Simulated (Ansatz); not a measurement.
The system is PbSe.

```xyz
2
Lattice="3.7843 0.0000 0.0000 0.0000 3.7843 0.0000 0.0000 0.0000 3.7843" Properties=species:S:1:pos:R:3 pbc="T T T"
Pb    0.0000    0.0000    0.0000
Se    1.8922    1.8922    1.8922
```

Measurements of this composition are mostly on another form, of space group No. 225.

Base run:

- Program: Ansatz 0.2.0
- Functional: PBEsol
- Potentials or basis: Ansatz PAW
- Cutoff: 420 eV (not typed: the program's choice for these potentials)
- k mesh: 5 × 5 × 5
- Occupations: fermi-dirac, width 0.05 eV
- Spin: spin-orbit coupling, no magnetisation

Its results: band gap on the k mesh none (metal or under the smearing width); pressure -3.5 GPa.

The run is repeated on the same cell with these changes: functional from PBEsol to PBE. What comes out?

Band gap on the k mesh none (metal or under the smearing width); pressure -0.4 GPa.

PBE binds less tightly than PBEsol, so the same cell stands under more pressure.

Caveats: the PAW data sets come from PBE, with cores solved anew for the run's functional, which leaves a small shift of forces and pressure (some runs).
